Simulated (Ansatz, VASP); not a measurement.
## Sn in VASP and in Ansatz

```
CELL_PARAMETERS angstrom
-2.94014 2.94014 1.59930
2.94014 -2.94014 1.59930
2.94014 2.94014 -1.59930
ATOMIC_POSITIONS crystal
Sn 0.00000 0.00000 0.00000
Sn 0.75000 0.25000 0.50000
```

Alike in both runs: task single point; functional PBE; k mesh 9 × 9 × 9; occupations gaussian, width 0.022 eV; no spin polarisation.

```csv
,VASP,Ansatz
version,VASP 6.6.1,Ansatz 0.2.0
potentials or method,"VASP PAW PBE potentials, release 64 (Sn_d), cutoff 520 eV","all-electron LAPW, scalar-relativistic"
```

VASP gave:

```
gap on the k mesh at the Fermi level (eV)       : none
pressure (GPa)                                  : 1.4
largest component of the traceless stress (GPa) : 0.21
```

**Question.** Which values does Ansatz return?

**Answer.** gap on the k mesh at the Fermi level (eV): none; pressure (GPa): 1.4; largest component of the traceless stress (GPa): 0.22.

A gap of «none» marks a metal or a gap that the smearing closes. Ansatz ran all-electron here, so the differences hold the error of VASP's frozen core and of both bases.
